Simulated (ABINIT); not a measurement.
# HfB2 (P6/mmm) in ABINIT: further runs, part 2 of 2

ABINIT 10.8.3 (patched build). Earlier steps stand in the parts before.

## (3) Band structure, WC

Input file run.abi:

```
# Datasets: ground state, then fixed potential
ndtset 2

# Pseudopotentials
pp_dirpath "./"
pseudos "Hf.GGA_PBE-JTH.xml, B.GGA_PBE-JTH.xml"

# Structure
acell 3*1.0
rprim
     5.9337400313     0.0000000000     0.0000000000
    -2.9668700157     5.1387696066     0.0000000000
     0.0000000000     0.0000000000     6.5762469137
ntypat 2
znucl 72 5
natom 3
typat 1 2 2
xred
     0.0000000000     0.0000000000     0.0000000000
     0.6666666667     0.3333333333     0.5000000000
     0.3333333333     0.6666666667     0.5000000000

# Plane-wave basis
ecut 17.0
pawecutdg 34.0

# Exchange and correlation
ixc 23

# Bands and occupations
occopt 3
tsmear 0.00183747

# SCF cycle
nstep 100

# Output
iomode 3
prtwf 0
prteig 0
prtebands 0
prtden1 1

# Dataset 1
kptopt1 1
ngkpt1 10 10 8
nshiftk1 1
shiftk1 0.0 0.0 0.0
nband1 13
tolvrs1 1.0e-9

# Dataset 2: bands along G-M-K-G-A-L-H-A
iscf2 -2
getden2 1
nband2 17
nbdbuf2 2
tolwfr2 1.0e-12
kptopt2 -7
ndivsm2 6
prteig2 1
kptbounds2
     0.0000000000     0.0000000000     0.0000000000
     0.5000000000     0.0000000000     0.0000000000
     0.3333333333     0.3333333333     0.0000000000
     0.0000000000     0.0000000000     0.0000000000
     0.0000000000     0.0000000000     0.5000000000
     0.5000000000     0.0000000000     0.5000000000
     0.3333333333     0.3333333333     0.5000000000
     0.0000000000     0.0000000000     0.5000000000
```

Potentials or basis: JTH PAW PBE v2.0.

The run is started by

```sh
abinit run.abi > log 2>&1
```

run.abo:

```text
.Version 10.8.3 of ABINIT
 DATASET    1 : space group P6/m m m (#191); Bravais hP (primitive hexag.)
================================================================================
 Values of the parameters that define the memory need for DATASET  1.
     intxc =       0    ionmov =       0      iscf =      17    lmnmax =      18
     lnmax =       6     mgfft =      27  mpssoang =       3    mqgrid =    3001
     natom =       3  nloc_mem =       2    nspden =       1   nspinor =       1
    nsppol =       1      nsym =      24    n1xccc =       1    ntypat =       2
    occopt =       3   xclevel =       2
       mpw =         690          nfft =       15552          nkpt =          70
 PAW method is used; the additional fine FFT grid is defined by:
   mgfftf=        36    nfftf =     36864
================================================================================
================================================================================

 DATASET    2 : space group P6/m m m (#191); Bravais hP (primitive hexag.)
[... 1092 lines left out ...]
   0.57604

== END DATASET(S) ==============================================================
================================================================================

 -outvars: echo values of variables after computation  --------
            acell      1.0000000000E+00  1.0000000000E+00  1.0000000000E+00 Bohr
           etotal1    -5.5943308897E+01
            fcart1    -5.6723188262E-30 -3.2749148013E-30 -0.0000000000E+00
                      -3.1197753544E-29  1.1298456064E-28 -0.0000000000E+00
                       3.6870072370E-29 -1.0970964584E-28 -0.0000000000E+00
            rprim      5.9337400313E+00  0.0000000000E+00  0.0000000000E+00
                      -2.9668700157E+00  5.1387696066E+00  0.0000000000E+00
                       0.0000000000E+00  0.0000000000E+00  6.5762469137E+00
           strten1     1.2702452589E-04  1.2702452515E-04  1.2049874127E-04
                       0.0000000000E+00  0.0000000000E+00  4.4211902620E-13
           xangst      0.0000000000E+00  0.0000000000E+00  0.0000000000E+00
                       1.5699999989E+00  9.0643992202E-01  1.7399999988E+00
                      -1.7639296020E-11  1.8128798440E+00  1.7399999988E+00
             xred      0.0000000000E+00  0.0000000000E+00  0.0000000000E+00
                       6.6666666667E-01  3.3333333333E-01  5.0000000000E-01
                       3.3333333333E-01  6.6666666667E-01  5.0000000000E-01
 Calculation completed.
```

It took 35 s on 1 thread of Arm Neoverse V1, shared host; peak memory 0.11 GiB.

Results:

```yaml
Free_energy: -1522.2950 eV
Band_gap_on_the_k_mesh: none (metal or under the smearing width)
Valence_electrons_inside_the_program's_atomic_spheres: Hf 9.69; B 1.85
```

Levels at the corners of the path, in eV from the Fermi level:
```csv
point,band 7,band 8,band 9,band 10,band 11,band 12
Γ,-2.78,-2.78,-2.63,4.11,4.11,4.76
M,-4.01,-3.29,-2.77,2.26,2.82,5.68
K,-7.63,-2.48,-2.48,1.84,1.84,3.54
Γ,-2.78,-2.78,-2.63,4.11,4.11,4.76
A,-1.05,-1.05,0.42,0.42,1.09,1.09
L,-4.84,-4.60,-2.53,4.16,4.24,6.35
H,-5.36,-3.03,-3.03,4.53,5.50,7.04
A,-1.05,-1.05,0.42,0.42,1.09,1.09
```

Caveat: spin-orbit coupling is left out, which moves the levels of the heavy elements.

## (4) Band structure, PBE

run.abi: that of step 3 with these lines changed.

```diff
@@ -8,7 +8,7 @@
 # Structure
-acell 3*1.0
+acell 3*1.0 Angstrom
 rprim
-     5.9337400313     0.0000000000     0.0000000000
-    -2.9668700157     5.1387696066     0.0000000000
-     0.0000000000     0.0000000000     6.5762469137
+     3.1400000000     0.0000000000     0.0000000000
+    -1.5700000000     2.7193197679     0.0000000000
+     0.0000000000     0.0000000000     3.4800000000
 ntypat 2
@@ -27,3 +27,3 @@
 # Exchange and correlation
-ixc 23
+ixc 11
 
@@ -31,3 +31,3 @@
 occopt 3
-tsmear 0.00183747
+tsmear 0.05 eV
 
@@ -58,3 +58,3 @@
 kptopt2 -7
-ndivsm2 6
+ndivsm2 8
 prteig2 1
```

The run is started by

```sh
abinit run.abi > log 2>&1
```

Wall time 40 s (1 thread of Arm Neoverse V1, shared host); peak memory 0.11 GiB.

The run converged. Its results:

- Free energy: -1520.3138 eV
- Band gap on the k mesh: none (metal or under the smearing width)
- Valence electrons inside the program's atomic spheres: Hf 9.67; B 1.85

Levels at the corners of the path, in eV from the Fermi level:
```csv
point,band 7,band 8,band 9,band 10,band 11,band 12
Γ,-2.80,-2.80,-2.69,4.14,4.14,4.76
M,-4.03,-3.34,-2.77,2.21,2.84,5.69
K,-7.65,-2.50,-2.50,1.83,1.83,3.56
Γ,-2.80,-2.80,-2.69,4.14,4.14,4.76
A,-1.09,-1.09,0.43,0.43,1.10,1.10
L,-4.87,-4.62,-2.59,4.11,4.27,6.37
H,-5.40,-3.07,-3.07,4.57,5.52,7.04
A,-1.09,-1.09,0.43,0.43,1.10,1.10
```

Caveat: spin-orbit coupling is left out, which moves the levels of the heavy elements.

## (5) Band structure, PW91

run.abi: that of step 4 with these lines changed.

```diff
@@ -1,5 +1,3 @@
-# Datasets: ground state, then fixed potential
 ndtset 2
 
-# Pseudopotentials
 pp_dirpath "./"
@@ -7,8 +5,7 @@
 
-# Structure
-acell 3*1.0 Angstrom
+acell 5.9337400313 5.9337400314 6.5762469137
 rprim
-     3.1400000000     0.0000000000     0.0000000000
-    -1.5700000000     2.7193197679     0.0000000000
-     0.0000000000     0.0000000000     3.4800000000
+     1.0000000000     0.0000000000     0.0000000000
+    -0.5000000000     0.8660254038     0.0000000000
+     0.0000000000     0.0000000000     1.0000000000
 ntypat 2
@@ -22,3 +19,2 @@
 
-# Plane-wave basis
 ecut 17.0
@@ -26,6 +22,4 @@
 
-# Exchange and correlation
-ixc 11
+ixc -109134
 
-# Bands and occupations
 occopt 3
@@ -33,6 +27,4 @@
 
-# SCF cycle
 nstep 100
 
-# Output
 iomode 3
@@ -41,5 +33,5 @@
 prtebands 0
+enunit 1
 prtden1 1
 
-# Dataset 1
 kptopt1 1
@@ -51,3 +43,2 @@
 
-# Dataset 2: bands along G-M-K-G-A-L-H-A
 iscf2 -2
```

The run is started by

```sh
abinit run.abi > log 2>&1
```

Wall time 45 s (1 thread of Arm Neoverse V1, shared host); peak memory 0.11 GiB.

Results (log left out):

```
Free energy                                           : -1522.3063 eV
Band gap on the k mesh                                : none (metal or under the smearing width)
Valence electrons inside the program's atomic spheres : Hf 9.68; B 1.86
```

Levels at the corners of the path, in eV from the Fermi level:
```
point  band 6  band 7  band 8  band 9  band 10  band 11  band 12  band 13
    Γ   -2.89   -2.81   -2.81   -2.68     4.10     4.10     4.72     4.72
    M   -8.96   -4.03   -3.34   -2.75     2.21     2.81     5.65     5.78
    K   -8.19   -7.62   -2.50   -2.50     1.82     1.82     3.53     9.46
    Γ   -2.89   -2.81   -2.81   -2.68     4.10     4.10     4.72     4.72
    A   -8.24   -1.11   -1.11    0.42     0.42     1.09     1.09     2.31
    L   -7.40   -4.87   -4.60   -2.56     4.14     4.24     6.31     7.26
    H   -9.04   -5.38   -3.05   -3.05     4.56     5.50     6.99     6.99
    A   -8.24   -1.11   -1.11    0.42     0.42     1.09     1.09     2.31
```

Caveat: spin-orbit coupling is left out, which moves the levels of the heavy elements.

## (6) The runs side by side

```tsv
task	level	gap on the mesh (eV)
equation of state	revPBE	-
band structure	WC	none
band structure	PBE	none
band structure	PW91	none
```

Alike in all rows: potentials or basis JTH PAW PBE v2.0; no spin polarisation; cell as given; k mesh 10 × 10 × 8; cutoff (eV) 463; smearing fermi-dirac 0.05 eV.

Every run on the cell as given and a fine mesh finds a metal.

Caveats: spin-orbit coupling is left out, which moves the levels of the heavy elements (some runs); pressures at fixed basis lie under the slope of the energies (some runs); the atomic spheres overlap (some runs).

Total energies depend on the potentials used, so only differences within one code and one set of settings carry meaning.
